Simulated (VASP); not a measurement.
**NiO: relaxation of cell and atoms with revPBE+D3(BJ)**

Crystal: NiO.

```
Ni O
1.0
     0.00000    2.08590    2.08590
     2.08590    0.00000    2.08590
     2.08590    2.08590    0.00000
Ni O
1 1
Direct
  0.00000 0.00000 0.00000
  0.50000 0.50000 0.50000
```

```
Program                : VASP 6.6.1
Task                   : relaxation of cell and atoms
Functional             : revPBE
Dispersion             : D3(BJ)
Potentials or basis    : VASP PAW PBE potentials, release 64 (Ni, O)
Cutoff                 : 600 eV
k mesh                 : 11 × 11 × 11
Occupations            : fermi-dirac, width 0.05 eV
Spin                   : collinear spin, ferromagnetic start
Starting moments       : [1.0, 0.0] μB
Further INCAR settings : ALGO = Normal; EDIFF = 1e-07; IBRION = 2; EDIFFG = -0.01; NSW = 60; ISIF = 3
```

```
Relaxed volume                                        : 9.24 Å³/atom
Relaxed cell                                          : a = 2.967 Å, b = 2.967 Å, c = 2.967 Å, α = 60.00°, β = 60.00°, γ = 60.00°
Space group after relaxing (to 0.05 Å)                : Fm-3m (No. 225)
Energy gained by relaxing                             : 2.0 meV/atom
Ionic steps                                           : 3
Pressure after relaxing                               : 0.0 GPa
Band gap on the k mesh                                : none (metal or under the smearing width)
Net moment                                            : 1.81 μB per cell
Site moments                                          : Ni +1.49; O +0.28 μB
Valence electrons inside the program's atomic spheres : Ni 8.94; O 4.99
Dispersion energy per atom                            : -0.517 eV
```

The path:
| step | energy change (eV) | largest force (eV/Å) | pressure (GPa) | volume (Å³) |
| --- | --- | --- | --- | --- |
| 1 | 0.0000 | 0.0000 | 4.13 | 18.15 |
| 2 | -0.0010 | 0.0000 | -3.31 | 18.77 |
| 3 | -0.0041 | 0.0000 | 0.00 | 18.48 |

Final structure:
```
CELL_PARAMETERS angstrom
0.00000 2.09830 2.09830
2.09830 0.00000 2.09830
2.09830 2.09830 0.00000
ATOMIC_POSITIONS crystal
Ni 0.00000 0.00000 0.00000
O 0.50000 0.50000 0.50000
```

Levels at points of the mesh, in eV from the Fermi level:
Spin up:
```tsv
k point	band 6	band 7	band 8	band 9	band 10	band 11	band 12	band 13
(0.00, 0.00, 0.00)	-2.91	-2.67	-2.67	-2.67	1.50	17.87	18.85	18.85
```
Spin down:
```csv
k point,band 3,band 4,band 5,band 6,band 7,band 8,band 9,band 10,band 11,band 12
"(0.00, 0.00, 0.00)",-2.37,-2.37,-1.83,-1.83,-1.83,-0.49,-0.49,1.85,17.77,19.05
```

Run time: 60 s on 1 thread of Intel(R) Xeon(R) Platinum 8375C CPU @ 2.90GHz (Ice Lake), with other jobs on the host, peak memory 0.18 GiB.

Caveat: the PAW data sets were made with another functional, which shifts forces and pressure a little; a cell with one magnetic atom can't hold antiferromagnetic order, which such compounds often take; semilocal functionals often make such compounds metallic where correlation or magnetic order opens a gap, which also shifts bond lengths; pairwise dispersion overbinds metals, which lowers pressure and volume. Zero-point motion and thermal expansion aren't in these numbers.
